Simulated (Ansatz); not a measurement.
The system is ZrB2.

```xyz
3
Lattice="3.1700 0.0000 0.0000 -1.5850 2.7453 0.0000 0.0000 0.0000 3.5330" Properties=species:S:1:pos:R:3 pbc="T T T"
Zr    0.0000    0.0000    0.0000
B     1.5850    0.9151    1.7665
B     0.0000    1.8302    1.7665
```

Base run:

```yaml
Program: Ansatz 0.2.0
Functional: PBE
Potentials_or_basis: all-electron LAPW, scalar-relativistic
Cutoff: 281 eV
Density_cutoff: 1125 eV
Basis_error_allowed: 0.001 eV/atom
k_mesh: 10 × 10 × 8
Occupations: fermi-dirac, width 0.05 eV
Spin: no spin polarisation
```

Its results: band gap on the k mesh none (metal or under the smearing width); pressure 0.8 GPa.

**Question.** The run is repeated on the same cell with these changes: functional from PBE to PBEsol. What comes out?

**Answer.** Band gap on the k mesh none (metal or under the smearing width); pressure -4.1 GPa.

PBEsol binds more tightly than PBE, so the same cell stands under less pressure.

Not every run made on this cell is shown here.
